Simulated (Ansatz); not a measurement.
A distorted cell of MgF2 (rutile):

```xyz
6
Lattice="4.6984 0.0000 0.0000 0.0000 4.6984 0.0000 0.0000 0.0000 3.0928" Properties=species:S:1:pos:R:3 pbc="T T T"
Mg     0.0000     0.0000     0.0000
Mg     2.3492     2.3492     1.5464
F      1.4263     1.4263     0.0000
F      3.7755     0.9229     1.5464
F      0.9229     3.7755     1.5464
F      3.4321     3.2721     0.0000
```

These are PBE (plane waves to 420 eV, PAW, scalar-relativistic; Ansatz, a program for electronic structure) values and carry that method's errors. k mesh 6×6×9 (Γ-centred), Fermi-Dirac smearing 0.05 eV. The energy includes the smearing's −TS. Stress and pressure are positive under compression. MgF2 was relaxed with its symmetry unable to fall.

Q: What forces act on the atoms (eV/Å, Cartesian)?

A: 
| atom | Fx | Fy | Fz |
|---|---|---|---|
| Mg1 | 0.288 | 0.342 | 0.000 |
| Mg2 | 0.293 | 0.140 | 0.000 |
| F3 | 0.208 | 0.181 | 0.000 |
| F4 | -0.061 | 0.033 | 0.000 |
| F5 | 0.435 | -0.015 | 0.000 |
| F6 | -1.164 | -0.682 | 0.000 |

Q: Give the stress tensor in GPa and the pressure.

A: 
```
  -0.11     0.58     0.00
   0.58     0.53     0.00
   0.00     0.00    -0.18
```
The pressure, a third of the trace, is 0.08 GPa.

Q: In it atom 6 sits (0.160, 0.000, 0.000) Å away from its relaxed site. What is its energy relative to the relaxed cell?

A: 91.4 meV/cell.

(For displaced atoms, the force is minus the slope of the energy, and its curvature is a force constant, which sets phonon frequencies.)
